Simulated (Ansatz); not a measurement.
Write the native input for Ansatz 0.2.0 that does the following.

- Task: band structure
- Functional: r2SCAN
- Potentials or basis: Ansatz PAW
- Cutoff: 500 eV (not typed: the program's choice for these potentials)
- k mesh: 7 × 7 × 5
- Occupations: fermi-dirac, width 0.05 eV
- Spin: spin-orbit coupling, no magnetisation
- Path: [["G", "M", "K", "G", "A", "L", "H", "A"], ["L", "M"], ["K", "H"]]
- Points for each segment of the path: 14

Crystal: Ta2N.

```
Ta N
1.0
     3.11286    0.00000    0.00000
    -1.55643    2.69582    0.00000
     0.00000    0.00000    4.86984
Ta N
2 1
Direct
  0.33333 0.66667 0.25471
  0.66667 0.33333 0.74529
  0.00000 0.00000 0.00000
```

The cell comes from a database or a generator and needn't be the stable form of this composition.

The input as run:

input.yaml

```yaml
crystal:
  lattice:
    - [3.112861506, 0.0, 0.0]
    - [-1.556430753, 2.6958171426, 0.0]
    - [0.0, 0.0, 4.869841]
  atoms:
    - { symbol: Ta, position: [0.3333333333, 0.6666666667, 0.254711] }
    - { symbol: Ta, position: [0.6666666667, 0.3333333333, 0.745289] }
    - { symbol: "N", position: [0.0, 0.0, 0.0] }
hamiltonian:
  xc: r2scan
  pseudopotentials: { kind: paw_fr }
magnetization:
  noncollinear: true
  spin_orbit: true
kpoints:
  mp_grid: { grid: [7, 7, 5] }
  band_path:
    path:
      - [[0.0, 0.0, 0.0], [0.5, 0.0, 0.0], [0.3333333333, 0.3333333333, 0.0], [0.0, 0.0, 0.0], [0.0, 0.0, 0.5], [0.5, 0.0, 0.5], [0.3333333333, 0.3333333333, 0.5], [0.0, 0.0, 0.5]]
      - [[0.5, 0.0, 0.5], [0.5, 0.0, 0.0]]
      - [[0.3333333333, 0.3333333333, 0.0], [0.3333333333, 0.3333333333, 0.5]]
    npoints: 14
scf:
  occupations: { method: fermi_dirac, width: 0.05 }
  n_extra_bands: 7
output:
  forces: true
  stress: true
  eigenvalues: true
  fatbands: true
```

Potentials or basis: Ansatz PAW.

Command:

```sh
$ ansatz run input.yaml --threads 2 --pin off --max-ram 5632MiB --backend cpu --events-out ev --progress --plain --runs-dir out
```

It gave:

```yaml
Pressure: -5.5 GPa
Largest_force: 0.145 eV/Å
Band_gap_on_the_k_mesh: none (metal or under the smearing width)
```

Caveat: the PAW data sets come from PBE, with cores solved anew for the run's functional, which leaves a small shift of forces and pressure.

It took 25 s on 2 threads of Intel(R) Xeon(R) Platinum 8375C CPU @ 2.90GHz (Ice Lake), with other jobs on the host, peak memory 0.64 GiB.
